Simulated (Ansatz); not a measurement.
CuI (Cmcm) from a database of computed structures, relaxed with r2SCAN+rVV10 in Ansatz 0.2.0. The symmetry is Cmcm (No. 63, orthorhombic); conventional cell a = 7.007 Å, b = 7.186 Å, c = 4.322 Å, 27.21 Å³ an atom. Cu has 2 Cu at 2.47 Å and 3 I at 2.57–2.60 Å; I has 3 Cu at 2.57–2.60 Å.

The axes x, y and z are those of this cell:
```
Cu I
1.0
     3.50375   -3.59315    0.00000
     3.50375    3.59315    0.00000
     0.00000    0.00000    4.32201
Cu I
2 2
Direct
  0.41680 0.58320 0.75000
  0.58320 0.41680 0.25000
  0.77795 0.22205 0.75000
  0.22205 0.77795 0.25000
```

Unstrained: With PBE the gap is 0.948 eV and direct, at Γ. r2SCAN gives a direct gap of 1.358 eV at Γ. HSE06 gives a direct gap of 2.212 eV at Γ. Meshes: PBE 6×6×6, r2SCAN 6×6×6, HSE06 4×4×4. Strains are changes of length per length. After each strain the atoms were relaxed again with r2SCAN+rVV10 within the symmetry that the strain leaves, so tilts or polar shifts that break it weren't tested; points keep the names that they have in the unstrained zone. The values are computed, spin-unpolarised, and not measurements.

Q: Apply epitaxial +1.92 % in the xy plane, free normal strain -0.56 %. How far does the gap move, against the unstrained cell?

A: PBE: the gap goes from 0.948 to 0.950 eV (+0.002 eV). r2SCAN: the gap goes from 1.358 to 1.343 eV (-0.015 eV). HSE06: the gap goes from 2.212 to 2.207 eV (-0.005 eV).

Q: Estimate what uniaxial -0.72 % along z, other directions held does to the gap.

A: PBE: the gap goes from 0.948 to 0.924 eV (-0.024 eV). r2SCAN: the gap goes from 1.358 to 1.332 eV (-0.026 eV). HSE06: the gap goes from 2.212 to 2.180 eV (-0.032 eV).

Q: Estimate what uniaxial +4.57 % along x, other directions held does to the gap.

A: PBE: the gap goes from 0.948 to 0.993 eV (+0.045 eV). r2SCAN: the gap goes from 1.358 to 1.397 eV (+0.039 eV). HSE06: the gap goes from 2.212 to 2.266 eV (+0.054 eV).

Q: Estimate what isotropic -2.05 % on every length does to the gap.

A: PBE: the gap goes from 0.948 to 0.866 eV (-0.082 eV). r2SCAN: the gap goes from 1.358 to 1.285 eV (-0.073 eV). HSE06: the gap goes from 2.212 to 2.107 eV (-0.105 eV).

Spin-orbit coupling is left out, which matters wherever the heavy atoms make up the band edges.

The meshes of the hybrids are coarse, so their gaps aren't converged to the digits shown.
